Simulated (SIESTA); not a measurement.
The system is ZnAu.

```xyz
2
Lattice="3.1470 0.0000 0.0000 0.0000 3.1470 0.0000 0.0000 0.0000 3.1470" Properties=species:S:1:pos:R:3 pbc="T T T"
Au    0.0000    0.0000    0.0000
Zn    1.5735    1.5735    1.5735
```

- Program: SIESTA 5.4.2
- Task: single point
- Functional: PBEsol
- Potentials or basis: PseudoDojo 0.4 standard (PBEsol files)
- Basis: DZP (energy shift 0.003 Ry; two zetas on semicore shells)
- Grid cutoff: 800 Ry
- Energy shift: 0.003 Ry
- k mesh: 8 × 8 × 8
- Occupations: fermi-dirac, width 0.05 eV
- Spin: no spin polarisation

On this cell: pressure -3.3 GPa; largest force zero by symmetry; band gap on the k mesh none (metal or under the smearing width).

The same run follows on a disturbed copy (atoms moved at random, drawn with an rms of 0.05 Å):

```
Au Zn
1.0
     3.14700    0.00000    0.00000
     0.00000    3.14700    0.00000
     0.00000    0.00000    3.14700
Au Zn
1 1
Direct
  0.00445 0.99697 0.98940
  0.48516 0.51545 0.50244
```

Question: What changes?

Answer: The energy (extrapolated to zero smearing) moves by +9.7 meV/atom; pressure -2.6 GPa; largest force 0.422 eV/Å; band gap on the k mesh none (metal or under the smearing width).

Forces on the atoms (eV/Å):
```
Au  -0.272  0.261  0.186
Zn   0.273 -0.262 -0.187
```

Stress tensor (GPa, compression positive):
```
-2.66 -0.36 -0.27
-0.36 -2.67  0.26
-0.27  0.26 -2.58
```

Caveats: short orbitals over semicore shells can move pressures by several GPa; the valence orbitals were made in a potential fitted to the semicore shell under them, which widens gaps by tenths of an eV or more; the basis of atomic orbitals isn't converged, which shifts pressures, moduli and gaps.
